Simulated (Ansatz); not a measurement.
# ZrO2: the cost of one run

Program: Ansatz 0.2.0. Level of theory: DFT r2SCAN, scalar-relativistic, plane waves, PAW. These are calculated values, not measurements.

The COD entry's cell or inner coordinates are ideal or old and differ from later refinements, so a difference from it is no clean test against experiment.

## 1. Starting point

The structure is cubic, space group Fm-3m (No. 225). The conventional cell has a = 5.070 Å, b = 5.070 Å, c = 5.070 Å, α = 90.00°, β = 90.00°, γ = 90.00°. Zr (site symmetry m-3m) is surrounded by 8 O at 2.20 Å. O (site symmetry -43m) has 4 Zr at 2.20 Å in its first shell of neighbours.

Structure file:

```cif
data_structure
_symmetry_space_group_name_H-M 'P 1'
_symmetry_Int_Tables_number 1
_cell_length_a 3.5850
_cell_length_b 3.5850
_cell_length_c 8.7815
_cell_angle_alpha 90.000
_cell_angle_beta 90.000
_cell_angle_gamma 60.000
_cell_volume 97.74
loop_
_atom_site_label
_atom_site_type_symbol
_atom_site_fract_x
_atom_site_fract_y
_atom_site_fract_z
_atom_site_occupancy
Zr1 Zr 0.66667 0.66667 0.33333 1
Zr2 Zr 0.00000 0.00000 0.00000 1
Zr3 Zr 0.33333 0.33333 0.66667 1
O1 O 0.66667 0.66667 0.58333 1
O2 O 0.00000 0.00000 0.25000 1
O3 O 0.33333 0.33333 0.91667 1
O4 O 0.66667 0.66667 0.08333 1
O5 O 0.00000 0.00000 0.75000 1
O6 O 0.33333 0.33333 0.41667 1
```

No relaxation comes first: the listed cell is the starting point.

## 2. Zero of the scan

Contents of input.yaml:

```yaml
crystal:
  lattice:
    - [2.535, -2.535, 0.0]
    - [2.535, 0.0, -2.535]
    - [5.07, 5.07, 5.07]
  atoms:
    - { symbol: Zr, position: [0.6666666667, 0.6666666667, 0.3333333333] }
    - { symbol: Zr, position: [0.0, 0.0, 0.0] }
    - { symbol: Zr, position: [0.3333333333, 0.3333333333, 0.6666666667] }
    - { symbol: O, position: [0.6666666667, 0.6666666667, 0.5833333333] }
    - { symbol: O, position: [1.0, 0.0, 0.25] }
    - { symbol: O, position: [0.3333333333, 0.3333333333, 0.9166666667] }
    - { symbol: O, position: [0.6666666667, 0.6666666667, 0.0833333333] }
    - { symbol: O, position: [1.0, 1.0, 0.75] }
    - { symbol: O, position: [0.3333333333, 0.3333333333, 0.4166666667] }
basis:
  ecutwfc: 500
kpoints:
  mp_grid: { grid: [7, 7, 3] }
hamiltonian:
  xc: r2scan
scf:
  occupations: { method: gaussian, width: 0.05 }
output:
  forces: true
  stress: true
  eigenvalues: true
  write_density: true
  write_potential: true
  elf: true
  volumetric_format: npy
```

On the command line:

```bash
$ ansatz run input.yaml --threads 2 --pin off --max-ram 5120MiB --backend cpu --events-out ev --progress --plain --runs-dir out
```

**Question.** How long does this run take on 2 threads of Intel Xeon Platinum 8259CL at 2.50GHz (Skylake/Cascade Lake), shared host, and how much memory does it need?

About 10 s, with a peak of 0.7 GiB.
